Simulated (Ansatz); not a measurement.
# Settings and their price: MoS2, the end x = 0 of the monolayer 2H MoS2-MoSe2 line (75 atoms)

The cell holds 75 atoms: 25 Mo and 50 S. Cell: a = 15.900 Å, b = 15.900 Å, c = 18.500 Å, α = 90.0°, β = 90.0°, γ = 120.0°. It derives from MoS2 (monolayer 2H MoS2-MoSe2), repeated 5×5×1. Monolayer 2H MoS2-MoSe2: 75 atoms, 0 of 50 S sites given to Se at random, cell and internal coordinates interpolated linearly between the end members (Vegard's rule); not relaxed, displaced by a Gaussian of 0.02 Å. Lattice constants are starting values near those of PBE. Vacuum lies along c.

Geometry: as built.

Reference run: Kohn-Sham DFT, PBE, PAW (set soft_2), plane waves (Ansatz 0.2.0), cutoff 750 eV, Γ point, fixed occupations.

```
r.m.s. force component                           : 0.3725 eV/Å
gap (highest filled to lowest empty level) : 1.951 eV
SCF cycles                                       : 12
time                                             : 2 min on 4 threads of Arm Neoverse V1, shared host
```

Q: Estimate how much each variant changes the results, and its time and memory.
- support functions medium
- support functions low
- support functions high
- support functions medium, spacing 0.444 Å
- support functions medium, spacing 0.37 Å
- support functions medium, spacing 0.321 Å
- support functions medium, spacing 0.284 Å
- support functions medium, spacing 0.222 Å
- support functions medium, spacing 0.197 Å

Differences are against the run with plane waves at 750 eV (Kohn-Sham DFT, PBE, PAW (set soft_2), plane waves), whose r.m.s. force component is 0.372 eV/Å. Energies are set beside the reference only for runs with its functional, potentials and electron count. Times are for 4 threads of Arm Neoverse V1, shared host.

| run | Δ force, r.m.s. (meV/Å) | share of r.m.s. force (%) | Δ energy (meV/atom) | Δ gap (eV) | cycles | time | host memory (GiB) |
| --- | --- | --- | --- | --- | --- | --- | --- |
| reference | - | - | - | - | 12 | 2 min | 10 |
| support functions medium | 0.152 | 0.0409 | 0.0496 | -1.0e-4 | 15 | 3.7 min | 5.8 |
| support functions low | 0.191 | 0.0512 | 0.0481 | -1.0e-4 | 13 | 3.2 min | 5.6 |
| support functions high | 0.032 | 0.0087 | 0.0793 | 0 | 20 | 10 min | 9.6 |
| support functions medium, spacing 0.444 Å | 130 | 34.8 | 153 | -0.0174 | 16 | 85 s | 3.1 |
| support functions medium, spacing 0.37 Å | 18.7 | 5.03 | 0.405 | -3.0e-4 | 15 | 1.7 min | 3.5 |
| support functions medium, spacing 0.321 Å | 7.86 | 2.11 | -1.06 | 8.0e-4 | 15 | 1.9 min | 3.9 |
| support functions medium, spacing 0.284 Å | 0.998 | 0.268 | -0.729 | -3.0e-4 | 15 | 2.4 min | 4.6 |
| support functions medium, spacing 0.222 Å | 0.17 | 0.0458 | 0.145 | -1.0e-4 | 15 | 3.4 min | 5.7 |
| support functions medium, spacing 0.197 Å | 0.222 | 0.0595 | 0.0797 | -1.0e-4 | 15 | 4.7 min | 7.4 |

Among numerical settings the force difference runs from 0.032 meV/Å (support functions high) to 130 meV/Å (support functions medium, spacing 0.444 Å). At 75 atoms the fastest of the runs at a preset level, support functions low, takes 1.6 times the time of plane waves, in 13 SCF cycles against 12. Differences between support functions and plane waves include what basis error the plane-wave run still has. As the typed spacing goes from 0.197 to 0.444 Å, the force difference goes from 0.22 to 130 meV/Å (not steadily; the least is 0.17 at 0.222 Å), and the time from 4.7 min to 85 s. 

[Logs are printed without paths, hosts, clocks, repeated set-up lines and the standing remarks that a program may print on its own settings, such as how far it seeks lower states.]

[Hosts, paths, dates, database ids (printed as entryN), source tags and the programs' standing remarks are cut or masked in the printed files.]
